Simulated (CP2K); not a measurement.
The system is CdSe (Cadmoselite).

```
Cd Se
1.0
     4.30000    0.00000    0.00000
    -2.15000    3.72391    0.00000
     0.00000    0.00000    7.02000
Cd Se
2 2
Direct
  0.66667 0.33333 0.50000
  0.33333 0.66667 0.00000
  0.66667 0.33333 0.88500
  0.33333 0.66667 0.38500
```

Base run:

| Quantity | Value |
| --- | --- |
| Program | CP2K 2026.2 |
| Functional | BEEF-vdW |
| Potentials or basis | POTENTIAL_UZH Cd GTH-PBE-q12, Se GTH-PBE-q6; TZVP-MOLOPT-PBE-GTH basis |
| Density cutoff | 9184 eV |
| k mesh | 7 × 7 × 4 |
| Occupations | fermi-dirac, width 0.05 eV |
| Spin | no spin polarisation |

Its results: band gap on the k mesh 0.85 eV, direct; pressure 4.8 GPa; largest force 0.319 eV/Å.

Problem. The run is repeated on the same cell with these changes: functional from BEEF-vdW to PBE. What comes out?

Solution. Band gap on the k mesh 0.70 eV, direct; pressure 3.6 GPa; largest force 0.309 eV/Å.

Caveats: the basis of atomic orbitals isn't converged, which shifts pressures, moduli and gaps; the potentials were made for another functional, which shifts forces and pressure (some runs).

